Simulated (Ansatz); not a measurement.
Here is the system:

Li$_{3}$N in space group P6/mmm (No. 191; Li on 1b, Li on 2c, N on 1a), a = b = 3.6100 Å, c = 3.8552 Å, α = β = 90.00°, γ = 120.00°.

This is the r²SCAN-relaxed structure.

Question: All from plane-wave PAW r²SCAN (Ansatz code), unless another level is named. Give the Young's modulus.

Answer: 90.2 GPa.

Question: Give the highest zone-centre frequency (without LO–TO term).

Answer: 682 cm⁻¹.

The r²SCAN relaxation kept the symmetry of its start; phonons on a q-mesh show weakly imaginary modes.

Potentials: the later of the program's two PAW sets.
